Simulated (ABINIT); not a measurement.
# Nb in ABINIT: the effect of functional

The system is Nb.

```
Nb
1.0
    -1.66395    1.66395    1.66395
     1.66395   -1.66395    1.66395
     1.66395    1.66395   -1.66395
Nb
1
Direct
  0.00000 0.00000 0.00000
```

Alike in all runs:

| Property | Result |
| --- | --- |
| Program | ABINIT 10.8.3 (patched build) |
| Task | band structure |
| Potentials or basis | JTH PAW PBE v2.0 |
| Cutoff | 517 eV |
| k mesh | 11 × 11 × 11 |
| Occupations | fermi-dirac, width 0.05 eV |
| Spin | no spin polarisation |

```csv
functional,pressure (GPa)
LDA,-11.8
PBEsol,-8.1
RPBE,0.5
BLYP,3.8
AM05,-8.5
r2SCAN,-3.6
SCAN,?
revPBE,-0.3
PW91,-2.5
WC,-7.2
```

Task: What does the run with functional SCAN give?

Result: Pressure -4.7 GPa.

Caveats: the PAW data sets were made with another functional, which shifts forces and pressure a little.

Runs at the PBE level aren't shown here.
